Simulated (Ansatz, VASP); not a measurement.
W: VASP beside Ansatz

INCAR

```
  ALGO = Normal
  EDIFF = 1E-7
  ENCUT = 520
  GGA = PE
  ISIF = 2
  ISMEAR = -1
  LASPH = True
  LCHARG = True
  LELF = True
  LREAL = False
  LVHAR = True
  LWAVE = False
  NBANDS = 13
  NELM = 100
  PREC = Accurate
  SIGMA = 0.05
```

File KPOINTS:

```
k-points
0
Gamma
  19 19 19
```

POSCAR

```
W
1.0
   -1.4460613930      1.4460613930      1.4460613930
    1.4460613930     -1.4460613930      1.4460613930
    1.4460613930      1.4460613930     -1.4460613930
W
1
Direct
    0.0000000000      0.0000000000      0.0000000000
```

Input for Ansatz:

```yaml
crystal:
  lattice:
    - [-1.446061393, 1.446061393, 1.446061393]
    - [1.446061393, -1.446061393, 1.446061393]
    - [1.446061393, 1.446061393, -1.446061393]
  atoms:
    - { symbol: W, position: [0.0, 0.0, 0.0] }
kpoints:
  mp_grid: { grid: [19, 19, 19] }
scf:
  occupations: { method: fermi_dirac, width: 0.05 }
hamiltonian:
  xc: pbe
  pseudopotentials: { kind: nc }
output:
  forces: true
  stress: true
  eigenvalues: true
```

Change from the starting cell: volume scaled by 0.75, norm-conserving files.

Alike in both runs: task single point; functional PBE; k mesh 19 × 19 × 19; occupations fermi-dirac, width 0.05 eV; no spin polarisation.

```csv
,VASP,Ansatz
version,VASP 6.6.1,Ansatz 0.2.0
potentials or method,"VASP PAW PBE potentials, release 64 (W_sv)","norm-conserving pseudopotentials, scalar-relativistic"
plane-wave cutoff (eV),520,1007
valence electrons in the cell,14,14
```

|  | VASP | Ansatz | Ansatz less VASP |
| --- | --- | --- | --- |
| pressure (GPa) | 160.5 | 157.5 | -3.06 |

Caveats: the cell as given lies far from equilibrium; so large a pressure means that the cell lies far from this level's equilibrium, or that cutoff or potentials fall short (VASP). Spin-orbit coupling is left out, which matters for the levels of W.
